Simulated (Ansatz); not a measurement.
Starting structure of a cell relaxation (symmetry kept):

```yaml
crystal:
  lattice:
    - [-2.63050, 2.63050, 3.68656]
    - [2.63050, -2.63050, 3.68656]
    - [2.63050, 2.63050, -3.68656]
  atoms:
    - { symbol: Hg, position: [0.87500, 0.37500, 0.00000] }
    - { symbol: Hg, position: [0.37500, 0.87500, 0.00000] }
    - { symbol: Hg, position: [0.62500, 0.62500, 0.50000] }
    - { symbol: Hg, position: [0.12500, 0.12500, 0.50000] }
```

Theory: Ansatz, DFT PBE, scalar-relativistic, plane waves, PAW.

Plane waves to 420 eV, a k mesh through Γ of 12×12×12 on the computed 4-atom cell and Gaussian smearing (0.10 eV); no spin polarisation.

Task: What does it relax to?

Result: The volume rises by 3.78 Å³/atom to 29.29 Å³/atom, and the energy falls by 23.6 meV/atom. Final structure:
```
Hg
1.0
    -2.75040    2.75040    3.87236
     2.75040   -2.75040    3.87236
     2.75040    2.75040   -3.87236
Hg
4
Direct
  0.87500 0.37500 0.00000
  0.37500 0.87500 0.00000
  0.62500 0.62500 0.50000
  0.12500 0.12500 0.50000
```

Spin–orbit coupling is left out, which can shift energies with elements as heavy as these.

This bcc form isn't the element's structure at ambient conditions.

Cost: 1 run of about 2.1 core-minutes, on Intel Xeon Platinum 8559C (Emerald Rapids) (shared hosts).